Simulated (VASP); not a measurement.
Input of a VASP 6.6.1 run:

INCAR

```
SYSTEM = Mg
PREC     = Accurate       ! precision mode
ENCUT    = 520            ! plane-wave cutoff, eV
EDIFF    = 1E-6           ! SCF threshold, eV
ISMEAR   = 0              ! smearing method
SIGMA    = 0.1            ! smearing width, eV
LREAL    = .False.        ! projectors in reciprocal space
LASPH    = .True.         ! aspherical terms in the spheres
NELM     = 120            ! most SCF steps
ALGO     = Normal         ! electronic algorithm
ISIF     = 3              ! what is computed and relaxed
LWAVE    = .False.        ! write WAVECAR
LCHARG   = .False.        ! write CHGCAR
GGA      = PE             ! functional
IBRION   = 2              ! ionic algorithm
NSW      = 90             ! ionic steps
EDIFFG   = -0.01          ! ionic threshold
```

File KPOINTS:

```
regular mesh
0
Gamma
  16 16 9
  0 0 0
```

Contents of POSCAR:

```
Mg
1.0
    3.2093000000      0.0000000000      0.0000000000
   -1.6046500000      2.7793353300      0.0000000000
    0.0000000000      0.0000000000      5.2103000000
Mg
2
Direct
    0.3333333300      0.6666666700      0.2500000000
    0.6666666700      0.3333333300      0.7500000000
```

Potentials or basis: VASP PAW PBE potentials, release 64 (Mg).

Run with:

```console
$ cat potpaw_PBE.64/Mg/POTCAR > POTCAR
$ mpirun -np 1 vasp_std > vasp.out
```

Problem. What does it give for the space group after relaxing (to 0.05 Å)?

Solution. P6_3/mmc (No. 194).

Problem. What does it give for the band gap on the k mesh?

Solution. None (metal or under the smearing width).

Final structure:
```xyz
2
Lattice="3.1950 0.0000 0.0000 -1.5975 2.7670 0.0000 0.0000 0.0000 5.1746" Properties=species:S:1:pos:R:3 pbc="T T T"
Mg    0.0000    1.8446    1.2937
Mg    1.5975    0.9223    3.8810
```
